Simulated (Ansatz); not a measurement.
# As in Ansatz: the effect of functional

The system is As.

```xyz
2
Lattice="1.8808 1.0859 3.5141 -1.8808 1.0859 3.5141 0.0000 -2.1718 3.5141" Properties=species:S:1:pos:R:3 pbc="T T T"
As    0.0000    0.0000    2.3825
As    0.0000    0.0000    8.1597
```

Alike in all runs:

- Program: Ansatz 0.2.0
- Task: band structure
- Potentials or basis: Ansatz PAW
- k mesh: 7 × 7 × 7
- Occupations: fermi-dirac, width 0.05 eV
- Spin: no spin polarisation

```tsv
functional	cutoff	pressure (GPa)	largest force (eV/Å)
LDA	420 eV (not typed: the program's choice for these potentials)	?	?
r2SCAN	500 eV (not typed: the program's choice for these potentials)	1.8	0.11
PBE	420 eV (not typed: the program's choice for these potentials)	3.6	0.39
```

Question: What does the run with functional LDA give?

Answer: Pressure -1.5 GPa; largest force 0.22 eV/Å.

Caveats: the PAW data sets come from PBE, with cores solved anew for the run's functional, which leaves a small shift of forces and pressure (some runs).
